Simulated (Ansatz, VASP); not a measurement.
## Two plane-wave programs on BN (Qingsongite)

The input POSCAR:

```
BN
1.0
    0.0000000000      1.7865927600      1.7865927600
    1.7865927600      0.0000000000      1.7865927600
    1.7865927600      1.7865927600      0.0000000000
B N
1 1
Direct
    0.0000000000      0.0000000000      0.0000000000
    0.2500000000      0.2500000000      0.2500000000
```

File INCAR.step1:

```
SYSTEM = BN
PREC = Accurate
ENCUT = 520
ISMEAR = 0
SIGMA = 0.01
LREAL = .FALSE.
LASPH = .TRUE.
NELM = 100
NBANDS = 11
GGA = PE
ALGO = Normal
EDIFF = 1E-4
LWAVE = .TRUE.
LCHARG = .FALSE.
```

The input INCAR.step2:

```
SYSTEM = BN
PREC = Accurate
ENCUT = 520
EDIFF = 1E-6
ISMEAR = 0
SIGMA = 0.01
LREAL = .FALSE.
LASPH = .TRUE.
NELM = 100
ALGO = Normal
ISIF = 2
LWAVE = .FALSE.
LCHARG = .FALSE.
METAGGA = R2SCAN
LMIXTAU = .TRUE.
NBANDS = 11
ISTART = 1
```

File KPOINTS:

```
Automatic mesh
0
G
  10 10 10
  0 0 0
```

Input for Ansatz:

```yaml
crystal:
  lattice:
    - [0.0, 1.78659276, 1.78659276]
    - [1.78659276, 0.0, 1.78659276]
    - [1.78659276, 1.78659276, 0.0]
  atoms:
    - { symbol: B, position: [0.0, 0.0, 0.0] }
    - { symbol: "N", position: [0.25, 0.25, 0.25] }
kpoints:
  mp_grid: { grid: [10, 10, 10] }
hamiltonian:
  xc: r2scan
scf:
  occupations: { method: fixed }
  n_extra_bands: 4
output:
  forces: true
  stress: true
  eigenvalues: true
```

Alike in both runs: task single point; functional r2SCAN; k mesh 10 × 10 × 10; no spin polarisation.

|  | VASP | Ansatz |
| --- | --- | --- |
| version | VASP 6.6.1 | Ansatz 0.2.0 |
| potentials or method | VASP PAW PBE potentials, release 64 (B, N) | plane waves, PAW |
| plane-wave cutoff (eV) | 520 | 500 |
| occupations | gaussian, width 0.01 eV | fixed |
| valence electrons in the cell | 8 | 8 |

```csv
,VASP,Ansatz,Ansatz less VASP
gap on the k mesh at the Fermi level (eV),5.02,5.04,+0.023
pressure (GPa),13.9,12.6,-1.23
```

Caveats: the PAW data sets were made with another functional, which shifts forces and pressure a little (VASP). A k mesh can miss the band edges. r2SCAN opens gaps a little over a GGA but as a rule still falls short of measured ones.
